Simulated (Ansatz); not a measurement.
# Na3H4F8: the cost of one run

Computed with Ansatz 0.2.0 (DFT PBE+D3(BJ), scalar-relativistic, plane waves, PAW, unless a step's input says otherwise).

3 further runs of the same task are left out: 3 set aside as unsound or not needed.

### 1 The structure to begin with

Symmetry: R-3m, No. 166, trigonal system. The conventional cell has a = 6.951 Å, b = 6.951 Å, c = 13.823 Å, α = 90.00°, β = 90.00°, γ = 120.00°. Na (site symmetry 2/m) has 6 F at 2.32 Å as nearest neighbours. H (site symmetry -3m) has 2 F at 1.14 Å as nearest neighbours. Around H (site symmetry 2/m) lie 2 F at 1.14 Å. F (site symmetry 3m) has 1 H at 1.14 Å as nearest neighbours. F (site symmetry m) is surrounded by 1 H at 1.14 Å.

The input asks for a charge of -1 e on the cell.

Coordinates:

```cif
data_structure
_symmetry_space_group_name_H-M 'P 1'
_symmetry_Int_Tables_number 1
_cell_length_a 6.1101
_cell_length_b 6.1101
_cell_length_c 6.1101
_cell_angle_alpha 69.329
_cell_angle_beta 69.329
_cell_angle_gamma 69.329
_cell_volume 192.77
loop_
_atom_site_label
_atom_site_type_symbol
_atom_site_fract_x
_atom_site_fract_y
_atom_site_fract_z
_atom_site_occupancy
Na1 Na 0.00000 0.50000 0.50000 1
Na2 Na 0.50000 0.50000 0.00000 1
Na3 Na 0.00000 0.00000 0.00000 1
H1 H 0.00000 0.50000 0.00000 1
H2 H 0.50000 0.00000 0.00000 1
H3 H 0.00000 0.00000 0.50000 1
H4 H 0.50000 0.50000 0.50000 1
F1 F 0.08274 0.58274 0.08274 1
F2 F 0.58274 0.08274 0.08274 1
F3 F 0.08274 0.08274 0.58274 1
F4 F 0.58274 0.58274 0.58274 1
F5 F 0.91726 0.41726 0.91726 1
F6 F 0.41726 0.91726 0.91726 1
F7 F 0.91726 0.91726 0.41726 1
F8 F 0.41726 0.41726 0.41726 1
```

It is built from the cell relaxed beforehand with the same method (12.05 Å³/atom).

### 2 Setting up the jump

The supercell lacks one Na atom, at fractional position (0.500, 0.000, 0.500), and holds 15 atoms and a charge of -1 e on a uniform background. Atom 1 (Na), 3.48 Å away, is to jump into the empty site. The cell is fixed.

### 3 Relaxing around the vacancy

Input file input.yaml:

```yaml
crystal:
  lattice:
    - [-3.4752509545, 2.0064370741, -4.6076372663]
    - [3.4752509545, 2.0064370741, -4.6076372663]
    - [0.0, -4.0128741481, -4.6076372664]
  atoms:
    - { symbol: Na, position: [1.0, 0.5, 0.5] }
    - { symbol: Na, position: [0.5, 0.5, 1.0] }
    - { symbol: Na, position: [1.0, 1.0, 1.0] }
    - { symbol: H, position: [1.0, 0.5, 1.0] }
    - { symbol: H, position: [0.5, 1.0, 1.0] }
    - { symbol: H, position: [1.0, 1.0, 0.5] }
    - { symbol: H, position: [0.5, 0.5, 0.5] }
    - { symbol: F, position: [0.0827375783, 0.5827375783, 0.0827375783] }
    - { symbol: F, position: [0.5827375783, 0.0827375783, 0.0827375783] }
    - { symbol: F, position: [0.0827375783, 0.0827375783, 0.5827375783] }
    - { symbol: F, position: [0.5827375783, 0.5827375783, 0.5827375783] }
    - { symbol: F, position: [0.9172624217, 0.4172624217, 0.9172624217] }
    - { symbol: F, position: [0.4172624217, 0.9172624217, 0.9172624217] }
    - { symbol: F, position: [0.9172624217, 0.9172624217, 0.4172624217] }
    - { symbol: F, position: [0.4172624217, 0.4172624217, 0.4172624217] }
total_charge: -1
basis:
  ecutwfc: 420
kpoints:
  mp_grid: { grid: [3, 3, 3] }
hamiltonian:
  xc: pbe
  dispersion: d3bj
scf:
  occupations: { method: gaussian, width: 0.05 }
output:
  forces: true
  stress: true
  eigenvalues: true
  write_density: true
  write_potential: true
  elf: true
  volumetric_format: npy
relax:
  adjacent_minimum: "off"
  f_tol: 0.02
  max_steps: 50
```

Started as:

```console
$ ansatz run input.yaml --threads 4 --pin off --max-ram 9216MiB --backend cpu --events-out ev --progress --plain --runs-dir out
```

Q: Estimate wall time and peak memory on 4 threads of Arm Neoverse V1, shared host.

About 6 s, with a peak of 0.58 GiB.
